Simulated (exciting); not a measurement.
# Sn (I4_1/amd) in exciting: a series of runs

One crystal, Sn, is run at these levels: PBE, LDA, PBEsol; tasks: band structure.

Everything below comes from runs of exciting (release sodium). Logs are shortened: lines on timing, memory, paths and dates and some standing lists are left out, and cuts for length are marked.

## 1. Starting point

It takes space group I4_1/amd (No. 141, tetragonal). Conventional cell: a = 5.880 Å, b = 5.880 Å, c = 3.199 Å, α = 90.00°, β = 90.00°, γ = 90.00°. Around Sn (site symmetry -4m2) lie 6 Sn at 3.05 to 3.20 Å.

## 2. Band structure, PBE

input.xml reads:

```xml
<input>
  <title>Sn</title>
  <structure speciespath="./" tshift="false">
    <crystal scale="1">
      <basevect>-5.556060228450 5.556060228450 3.022242749590</basevect>
      <basevect>5.556060228450 -5.556060228450 3.022242749590</basevect>
      <basevect>5.556060228450 5.556060228450 -3.022242749590</basevect>
    </crystal>
    <species speciesfile="Sn.xml" rmt="2.3">
      <atom coord="0.000000000000 0.000000000000 0.000000000000"/>
      <atom coord="0.750000000000 0.250000000000 0.500000000000"/>
    </species>
  </structure>
  <groundstate do="fromscratch" ngridk="9 9 9" rgkmax="9" gmaxvr="14" lmaxapw="10" lmaxmat="10" lmaxvr="8" xctype="GGA_PBE" stype="Fermi Dirac" swidth="0.00183747" nempty="10" ValenceRelativity="iora*" epsengy="1e-05" epspot="1e-05" maxscl="60" outputlevel="normal"/>
  <properties>
    <bandstructure>
      <plot1d>
        <path steps="80">
          <point coord="0 0 0" label="G"/>
          <point coord="0 0 0.5" label="X"/>
          <point coord="-0.5 0.5 0.5" label="M"/>
          <point coord="0 0 0" label="G"/>
          <point coord="0.3239715651 0.3239715651 -0.3239715651" label="Z"/>
          <point coord="0.25 0.25 0.25" label="P"/>
          <point coord="0 0.5 0" label="N"/>
          <point coord="-0.3239715651 0.6760284349 0.3239715651" label="Z1"/>
          <point coord="-0.5 0.5 0.5" label="M" breakafter="true"/>
          <point coord="0 0 0.5" label="X"/>
          <point coord="0.25 0.25 0.25" label="P"/>
        </path>
      </plot1d>
    </bandstructure>
  </properties>
</input>
```

Potentials or basis: all-electron LAPW+lo, shipped species files, valence relativity iora*.

Launch:

```
OMP_NUM_THREADS=1 exciting_smp
```

INFO.OUT:

```text
================================================================================
EXCITING SODIUM started
[... 10 lines left out ...]

 Lattice vectors (cartesian) :
     -5.5560602284      5.5560602284      3.0222427496
      5.5560602284     -5.5560602284      3.0222427496
      5.5560602284      5.5560602284     -3.0222427496

 Reciprocal lattice vectors (cartesian) :
     -0.0000000000      0.5654353129      1.0394905088
      0.5654353129     -0.0000000000      1.0394905088
      0.5654353129      0.5654353129     -0.0000000000

 Unit cell volume                           :     373.1841805393
 Brillouin zone volume                      :       0.6646857675

 Species :    1 (Sn)
     parameters loaded from                 :    Sn.xml
     name                                   :    tin
     nuclear charge                         :     -50.00000000
     electronic charge                      :      50.00000000
     atomic mass                            :  216395.09200000
     muffin-tin radius                      :       2.30000000
     # of radial points in muffin-tin       :     400

     atomic positions (lattice) :
       1 :   0.00000000  0.00000000  0.00000000
       2 :   0.75000000  0.25000000  0.50000000

 Total number of atoms per unit cell        :       2

 Spin treatment                             :    spin-unpolarised

 Number of Bravais lattice symmetries       :      16
 Number of crystal symmetries               :      16

 k-point grid                               :       9    9    9
 Total number of k-points                   :      75
 k-point set is reduced with crystal symmetries

 R^MT_min * |G+k|_max (rgkmax)              :       9.00000000
 Species with R^MT_min                      :       1 (Sn)
 Maximum |G+k| for APW functions            :       3.91304348
 Maximum |G| for potential and density      :      14.00000000

 G-vector grid sizes                        :      40    40    40
 Total number of G-vectors                  :   17313

 Maximum angular momentum used for
     APW functions                          :      10
     computing H and O matrix elements      :      10
     potential and density                  :       8
     inner part of muffin-tin               :       2

 Total nuclear charge                       :    -100.00000000
 Total electronic charge                    :     100.00000000
 Total core charge                          :      60.00000000
 Total valence charge                       :      40.00000000

 Number of empty states                     :      10
 Total number of valence states             :      31

 Maximum Hamiltonian size                   :     422
 Maximum number of plane-waves              :     388
 Total number of local-orbitals             :      34

 Exchange-correlation type                  :      20
     Perdew-Burke-Ernzerhof, Phys. Rev. Lett. 77, 3865 (1996)
     Generalised gradient approximation (GGA)

 Smearing scheme                            :    Fermi-Dirac
 Smearing width                             :       0.00183747

 Using multisecant Broyden potential mixing
[... 16 lines left out ...]
+ SCF iteration number :    1                                                  +
++++++++++++++++++++++++++++++++++++++++++++++++++++++++++++++++++++++++++++++++
 Total energy                               :    -12354.84691454
 _______________________________________________________________
 Fermi energy                               :         0.25806714
 Kinetic energy                             :     13012.90447091
 Coulomb energy                             :    -25037.09316575
 Exchange energy                            :      -325.25481461
 Correlation energy                         :        -5.40340509

 DOS at Fermi energy (states/Ha/cell)       :        26.77575089

 Electron charges :
     core                                   :        60.00000000
     core leakage                           :         0.00079707
     valence                                :        40.00000000
     interstitial                           :         5.30026083
     charge in muffin-tin spheres :
                  atom     1    Sn          :        47.34986959
                  atom     2    Sn          :        47.34986959
     total charge in muffin-tins            :        94.69973917
     total charge                           :       100.00000000
[... 322 lines left out ...]
 Electron charges :
     core                                   :        60.00000000
     core leakage                           :         0.00078638
     valence                                :        40.00000000
     interstitial                           :         5.27397271
     charge in muffin-tin spheres :
                  atom     1    Sn          :        47.36301364
                  atom     2    Sn          :        47.36301364
     total charge in muffin-tins            :        94.72602729
     total charge                           :       100.00000000

 RMS change in effective potential (target) :  0.103209E-08  ( 0.100000E-04)
 Absolute change in total energy   (target) :  0.116168E-06  ( 0.100000E-04)
 Charge distance                   (target) :  0.139570E-09  ( 0.100000E-04)

++++++++++++++++++++++++++++++++++++++++++++++++++++++++++++++++++++++++++++++++
| Convergency criteria checked for the last 2 iterations                       +
| Convergence targets achieved. Performing final SCF iteration                 +
++++++++++++++++++++++++++++++++++++++++++++++++++++++++++++++++++++++++++++++++
 Total energy                               :    -12358.16906072
 _______________________________________________________________
 Fermi energy                               :         0.24945051
 Kinetic energy                             :     13010.11294365
 Coulomb energy                             :    -25037.56770443
 Exchange energy                            :      -325.31043130
 Correlation energy                         :        -5.40386864

 DOS at Fermi energy (states/Ha/cell)       :        25.47391012

 Electron charges :
     core                                   :        60.00000000
     core leakage                           :         0.00078638
     valence                                :        40.00000000
     interstitial                           :         5.27397272
     charge in muffin-tin spheres :
                  atom     1    Sn          :        47.36301364
                  atom     2    Sn          :        47.36301364
     total charge in muffin-tins            :        94.72602728
     total charge                           :       100.00000000

++++++++++++++++++++++++++++++++++++++++++++++++++++++++++++++++++++++++++++++++
[... 9 lines left out ...]
| EXCITING SODIUM stopped                                                      =
================================================================================
```

Wall time 3.3 min (1 thread of Arm Neoverse V2, shared host); peak memory 0.15 GiB.

Results:

* Free energy: -336282.9191 eV
* Band gap on the k mesh: none (metal or under the smearing width)
* All electrons inside the program's atomic spheres: Sn 47.36 (radii Sn 2.3 bohr)

Levels at the corners of the path, in eV from the Fermi level:
```
point  band 18  band 19  band 20  band 21  band 22  band 23
    Γ    -3.72    -1.94    -1.94     3.00     6.11     6.11
    X    -8.81     0.58     0.58     1.53     1.53     5.95
    M    -7.52    -4.71    -4.71     4.99     4.99     9.17
    Γ    -3.72    -1.94    -1.94     3.00     6.11     6.11
    Z    -5.56    -2.99    -2.85    -2.85     2.96     5.50
    P    -5.95    -3.46    -3.46     3.51     3.51     3.86
    N    -5.35    -2.34    -1.68    -1.11     2.26     2.79
   Z1    -5.56    -2.99    -2.85    -2.85     2.96     5.50
    M    -7.52    -4.71    -4.71     4.99     4.99     9.17
    X    -8.81     0.58     0.58     1.53     1.53     5.95
    P    -5.95    -3.46    -3.46     3.51     3.51     3.86
```

Caveat: the log's total energy holds no entropy term; the free energy is that total less TS from the occupations; spin-orbit coupling is left out, which moves the levels of the heavy elements.

## 3. Band structure, LDA

input.xml, as its differences from that of step 2:

```diff
@@ -13,3 +13,3 @@
   </structure>
-  <groundstate do="fromscratch" ngridk="9 9 9" rgkmax="9" gmaxvr="14" lmaxapw="10" lmaxmat="10" lmaxvr="8" xctype="GGA_PBE" stype="Fermi Dirac" swidth="0.00183747" nempty="10" ValenceRelativity="iora*" epsengy="1e-05" epspot="1e-05" maxscl="60" outputlevel="normal"/>
+  <groundstate do="fromscratch" ngridk="9 9 9" rgkmax="9" gmaxvr="14" lmaxapw="10" lmaxmat="10" lmaxvr="8" xctype="LDA_PW" stype="Fermi Dirac" swidth="0.00183747" nempty="10" ValenceRelativity="iora*" epsengy="1e-05" epspot="1e-05" maxscl="60" outputlevel="normal"/>
   <properties>
```

Potentials or basis: all-electron LAPW+lo, shipped species files, valence relativity iora*.

Launch:

```
OMP_NUM_THREADS=1 exciting_smp
```

INFO.OUT:

```text
================================================================================
EXCITING SODIUM started
All units are atomic (Hartree, Bohr, etc.)
================================================================================

********************************************************************************
* Ground-state run starting from atomic densities                              *
********************************************************************************

++++++++++++++++++++++++++++++++++++++++++++++++++++++++++++++++++++++++++++++++
+ Starting initialization                                                      +
++++++++++++++++++++++++++++++++++++++++++++++++++++++++++++++++++++++++++++++++

 Lattice vectors (cartesian) :
     -5.5560602284      5.5560602284      3.0222427496
      5.5560602284     -5.5560602284      3.0222427496
      5.5560602284      5.5560602284     -3.0222427496

 Reciprocal lattice vectors (cartesian) :
     -0.0000000000      0.5654353129      1.0394905088
      0.5654353129     -0.0000000000      1.0394905088
      0.5654353129      0.5654353129     -0.0000000000

 Unit cell volume                           :     373.1841805393
 Brillouin zone volume                      :       0.6646857675

 Species :    1 (Sn)
     parameters loaded from                 :    Sn.xml
     name                                   :    tin
[... 61 lines left out ...]
********************************************************************************
 Output level for this task is set to normal

++++++++++++++++++++++++++++++++++++++++++++++++++++++++++++++++++++++++++++++++
+ Self-consistent loop started                                                 +
++++++++++++++++++++++++++++++++++++++++++++++++++++++++++++++++++++++++++++++++
 Density and potential initialised from atomic data

++++++++++++++++++++++++++++++++++++++++++++++++++++++++++++++++++++++++++++++++
+ SCF iteration number :    1                                                  +
++++++++++++++++++++++++++++++++++++++++++++++++++++++++++++++++++++++++++++++++
 Total energy                               :    -12341.74168772
 _______________________________________________________________
 Fermi energy                               :         0.24441668
 Kinetic energy                             :     12998.69997158
 Coulomb energy                             :    -25020.61895513
 Exchange energy                            :      -310.24869139
 Correlation energy                         :        -9.57401278
[... 346 lines left out ...]
 RMS change in effective potential (target) :  0.241512E-08  ( 0.100000E-04)
 Absolute change in total energy   (target) :  0.474711E-06  ( 0.100000E-04)
 Charge distance                   (target) :  0.267336E-09  ( 0.100000E-04)

++++++++++++++++++++++++++++++++++++++++++++++++++++++++++++++++++++++++++++++++
| Convergency criteria checked for the last 2 iterations                       +
| Convergence targets achieved. Performing final SCF iteration                 +
++++++++++++++++++++++++++++++++++++++++++++++++++++++++++++++++++++++++++++++++
 Total energy                               :    -12347.54039628
 _______________________________________________________________
 Fermi energy                               :         0.23725481
 Kinetic energy                             :     12995.24887478
 Coulomb energy                             :    -25022.85775608
 Exchange energy                            :      -310.35493602
 Correlation energy                         :        -9.57657896

 DOS at Fermi energy (states/Ha/cell)       :        23.89058850

 Electron charges :
     core                                   :        60.00000000
     core leakage                           :         0.00080651
     valence                                :        40.00000000
     interstitial                           :         5.23186553
     charge in muffin-tin spheres :
                  atom     1    Sn          :        47.38406723
                  atom     2    Sn          :        47.38406723
     total charge in muffin-tins            :        94.76813447
     total charge                           :       100.00000000

++++++++++++++++++++++++++++++++++++++++++++++++++++++++++++++++++++++++++++++++
+ Self-consistent loop stopped                                                 +
++++++++++++++++++++++++++++++++++++++++++++++++++++++++++++++++++++++++++++++++
 STATE.OUT is written

********************************************************************************
* Groundstate module stopped                                                   *
********************************************************************************

================================================================================
| EXCITING SODIUM stopped                                                      =
================================================================================
```

stdout:

```text
Info(bandstr):
 band structure plot written to BAND.OUT

 Fermi energy is at zero in plot

 Vertex location lines written to BANDLINES.OUT
```

It took 3.3 min on 1 thread of Arm Neoverse V2, shared host; peak memory 0.15 GiB.

What came out:

| Property | Result |
| --- | --- |
| Free energy | -335993.6981 eV |
| Band gap on the k mesh | none (metal or under the smearing width) |
| All electrons inside the program's atomic spheres | Sn 47.38 (radii Sn 2.3 bohr) |

Levels at the corners of the path, in eV from the Fermi level:
| point | band 17 | band 18 | band 19 | band 20 | band 21 | band 22 | band 23 | band 24 |
| --- | --- | --- | --- | --- | --- | --- | --- | --- |
| Γ | -11.03 | -3.84 | -1.92 | -1.92 | 3.11 | 6.05 | 6.05 | 6.66 |
| X | -8.83 | -8.83 | 0.60 | 0.60 | 1.51 | 1.51 | 5.90 | 5.90 |
| M | -7.58 | -7.58 | -4.66 | -4.66 | 4.98 | 4.98 | 9.05 | 9.05 |
| Γ | -11.03 | -3.84 | -1.92 | -1.92 | 3.11 | 6.05 | 6.05 | 6.66 |
| Z | -6.57 | -5.63 | -2.94 | -2.81 | -2.81 | 2.88 | 5.52 | 5.52 |
| P | -6.03 | -6.03 | -3.42 | -3.42 | 3.49 | 3.49 | 3.80 | 3.80 |
| N | -6.95 | -5.37 | -2.39 | -1.65 | -1.09 | 2.34 | 2.76 | 4.56 |
| Z1 | -6.57 | -5.63 | -2.94 | -2.81 | -2.81 | 2.88 | 5.52 | 5.52 |
| M | -7.58 | -7.58 | -4.66 | -4.66 | 4.98 | 4.98 | 9.05 | 9.05 |
| X | -8.83 | -8.83 | 0.60 | 0.60 | 1.51 | 1.51 | 5.90 | 5.90 |
| P | -6.03 | -6.03 | -3.42 | -3.42 | 3.49 | 3.49 | 3.80 | 3.80 |

Caveat: the log's total energy holds no entropy term; the free energy is that total less TS from the occupations; spin-orbit coupling is left out, which moves the levels of the heavy elements.

(Part 1 of 2 ends here.)
